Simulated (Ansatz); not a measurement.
A calculation with Ansatz 0.2.0 of BAs (native input, structure typed inline):

input.yaml

```yaml
crystal:
  lattice:
    - [4.777, 0.0, 0.0]
    - [0.0, 4.777, 0.0]
    - [0.0, 0.0, 4.777]
  atoms:
    - { symbol: As, position: [0.25, 0.25, 0.25], spin: 0.5 }
    - { symbol: As, position: [0.25, 0.75, 0.75], spin: -0.5 }
    - { symbol: As, position: [0.75, 0.75, 0.25], spin: 0.5 }
    - { symbol: As, position: [0.75, 0.25, 0.75], spin: -0.5 }
    - { symbol: B, position: [0.0, 0.0, 0.0] }
    - { symbol: B, position: [0.0, 0.5, 0.5] }
    - { symbol: B, position: [0.5, 0.0, 0.5] }
    - { symbol: B, position: [0.5, 0.5, 0.0] }
hamiltonian:
  xc: lda
  pseudopotentials: { kind: paw, xc_functional: lda, accuracy: standard }
magnetization:
  spin_polarized: true
kpoints:
  mp_grid: { grid: [6, 6, 6] }
scf:
  occupations: { method: fermi_dirac, width: 0.1 }
output:
  forces: true
  stress: true
  eigenvalues: true
```

Potentials or basis: JTH PAW LDA.

Launch:

```sh
$ ansatz run input.yaml --threads 2 --pin off --max-ram 5120MiB --backend cpu --events-out ev --progress --plain --runs-dir out
```

Q: Write the same calculation in another form: ASE script, structure from a CIF.

A: As run:

The input run.py:

```python
import json

import ase.io
import numpy as np

import ansatz as az

atoms = ase.io.read("BAs.cif")
atoms.info.pop("occupancy", None)
atoms.set_initial_magnetic_moments([0.5, -0.5, 0.5, -0.5, 0.0, 0.0, 0.0, 0.0])

calculation = (
    az.Crystal.from_ase(atoms)
    .calculation()
    .kpoints(6, 6, 6)
    .functional("lda")
    .pseudopotentials(kind="paw", accuracy="standard", xc_functional="lda")
    .spin("collinear")
    .occupations(method="fermi_dirac", width=0.1)
    .forces()
    .stress()
    .band_table(publish=True)
)
outcome = calculation.run(threads=2, events_out="events.jsonl")

report = outcome.report
for line in open("events.jsonl"):
    event = json.loads(line)
    if event["event"] == "scf_iter":
        d = event["data"]
        print(f"SCF {d['iter']:3d}  HF = {d['harris_foulkes_ev']:.6f} eV  dr2 = {d['dr2_ev']:.2e} eV")
    elif event["event"] in ("relax_step", "md_step"):
        d = event["data"]
        print(f"{event['event']} {d['step']:3d}  E = {d['lagrangian_ev']:.6f} eV")
np.set_printoptions(precision=5, suppress=True, linewidth=110)
print("converged:", report["converged"], "after", report["n_iterations"], "iterations")
print(f"free energy {report['free_energy_ev']:.6f} eV, Fermi level {report['fermi_energy_ev']:.4f} eV")
for key in ("band_edges_ev", "magnetization_mub", "site_moments_mub", "site_moments_nc_mub", "forces_ev_ang",
                "stress_gpa"):
    if report.get(key) is not None:
        print(key, np.array(report[key]), sep="\n")
```

File BAs.cif:

```cif
data_BAs
_cell_length_a 4.77700000
_cell_length_b 4.77700000
_cell_length_c 4.77700000
_cell_angle_alpha 90.00000000
_cell_angle_beta 90.00000000
_cell_angle_gamma 90.00000000
_space_group_name_H-M_alt 'F-43m'
_space_group_name_Hall 'F -4 2 3'
_space_group_IT_number 216
loop_
_space_group_symop_operation_xyz
'x,y,z'
'y,-x,-z'
'-x,-y,z'
'-y,x,-z'
'x,-y,-z'
'y,x,z'
'-x,y,-z'
'-y,-x,z'
'z,x,y'
'-z,y,-x'
'z,-x,-y'
'-z,-y,x'
'-z,x,-y'
'z,y,x'
'-z,-x,y'
'z,-y,-x'
'y,z,x'
'-x,-z,y'
'-y,z,-x'
'x,-z,-y'
'-y,-z,x'
'x,z,y'
'y,-z,-x'
'-x,z,-y'
'x,y+1/2,z+1/2'
'y,-x+1/2,-z+1/2'
'-x,-y+1/2,z+1/2'
'-y,x+1/2,-z+1/2'
'x,-y+1/2,-z+1/2'
'y,x+1/2,z+1/2'
'-x,y+1/2,-z+1/2'
'-y,-x+1/2,z+1/2'
'z,x+1/2,y+1/2'
'-z,y+1/2,-x+1/2'
'z,-x+1/2,-y+1/2'
'-z,-y+1/2,x+1/2'
'-z,x+1/2,-y+1/2'
'z,y+1/2,x+1/2'
'-z,-x+1/2,y+1/2'
'z,-y+1/2,-x+1/2'
'y,z+1/2,x+1/2'
'-x,-z+1/2,y+1/2'
'-y,z+1/2,-x+1/2'
'x,-z+1/2,-y+1/2'
'-y,-z+1/2,x+1/2'
'x,z+1/2,y+1/2'
'y,-z+1/2,-x+1/2'
'-x,z+1/2,-y+1/2'
'x+1/2,y,z+1/2'
'y+1/2,-x,-z+1/2'
'-x+1/2,-y,z+1/2'
'-y+1/2,x,-z+1/2'
'x+1/2,-y,-z+1/2'
'y+1/2,x,z+1/2'
'-x+1/2,y,-z+1/2'
'-y+1/2,-x,z+1/2'
'z+1/2,x,y+1/2'
'-z+1/2,y,-x+1/2'
'z+1/2,-x,-y+1/2'
'-z+1/2,-y,x+1/2'
'-z+1/2,x,-y+1/2'
'z+1/2,y,x+1/2'
'-z+1/2,-x,y+1/2'
'z+1/2,-y,-x+1/2'
'y+1/2,z,x+1/2'
'-x+1/2,-z,y+1/2'
'-y+1/2,z,-x+1/2'
'x+1/2,-z,-y+1/2'
'-y+1/2,-z,x+1/2'
'x+1/2,z,y+1/2'
'y+1/2,-z,-x+1/2'
'-x+1/2,z,-y+1/2'
'x+1/2,y+1/2,z'
'y+1/2,-x+1/2,-z'
'-x+1/2,-y+1/2,z'
'-y+1/2,x+1/2,-z'
'x+1/2,-y+1/2,-z'
'y+1/2,x+1/2,z'
'-x+1/2,y+1/2,-z'
'-y+1/2,-x+1/2,z'
'z+1/2,x+1/2,y'
'-z+1/2,y+1/2,-x'
'z+1/2,-x+1/2,-y'
'-z+1/2,-y+1/2,x'
'-z+1/2,x+1/2,-y'
'z+1/2,y+1/2,x'
'-z+1/2,-x+1/2,y'
'z+1/2,-y+1/2,-x'
'y+1/2,z+1/2,x'
'-x+1/2,-z+1/2,y'
'-y+1/2,z+1/2,-x'
'x+1/2,-z+1/2,-y'
'-y+1/2,-z+1/2,x'
'x+1/2,z+1/2,y'
'y+1/2,-z+1/2,-x'
'-x+1/2,z+1/2,-y'
loop_
_atom_site_label
_atom_site_type_symbol
_atom_site_symmetry_multiplicity
_atom_site_Wyckoff_symbol
_atom_site_fract_x
_atom_site_fract_y
_atom_site_fract_z
_atom_site_occupancy
As1 As 4 c 0.2500000000 0.2500000000 0.2500000000 1
B1 B 4 a 0.0000000000 0.0000000000 0.0000000000 1
```

Potentials or basis: JTH PAW LDA.

Run with:

```sh
$ python run.py
```

Both were run:

|  | native input, structure typed inline | ASE script, structure from a CIF |
| --- | --- | --- |
| Pressure | -4.0 GPa | -4.0 GPa |
| Band gap on the k mesh | 1.14 eV | 1.14 eV |
| Net moment | 0.00 μB per cell | 0.00 μB per cell |
| Absolute moment | 0.00 μB per cell | 0.00 μB per cell |

Keys that steer only the numerical path or the files written may differ.

Caveat: the starting moments weren't kept.
